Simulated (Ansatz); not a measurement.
# C: changes ranked by their effect on the pressure

```
CELL_PARAMETERS angstrom
1.77556 0.00000 0.00000
0.00000 1.77556 0.00000
0.00000 0.00000 1.77556
ATOMIC_POSITIONS crystal
C 0.00000 0.00000 0.00000
```

The structure comes from a relaxation in the same program, started in the sc type, and has space group Pm-3m. Whether it is a known phase or the ground state wasn't checked.

Computed with Ansatz 0.2.0, DFT, PBE, all-electron LAPW, scalar-relativistic.

Numerical set-up: a Γ-centred 15×15×15 k mesh, Fermi–Dirac smearing of 0.03 eV, basis error target 1 meV/atom, no spin polarisation.

In this reference run the pressure is -0.2 GPa (positive in compression). Each change below is made alone, on the same k mesh, with fractional coordinates held unless an atom is moved; x, y and z are the Cartesian axes.

One change shifts the pressure by -22.6 GPa. Which?
A. volume scaled by 0.98
B. volume scaled by 1.02
C. x and y strained by +4 %, z held
D. equal xy, yz and zx engineering shear strains of -2 %

C. The others give: volume scaled by 1.02, -5.7 GPa; volume scaled by 0.98, +6.4 GPa; equal xy, yz and zx engineering shear strains of -2 %, +0.1 GPa.
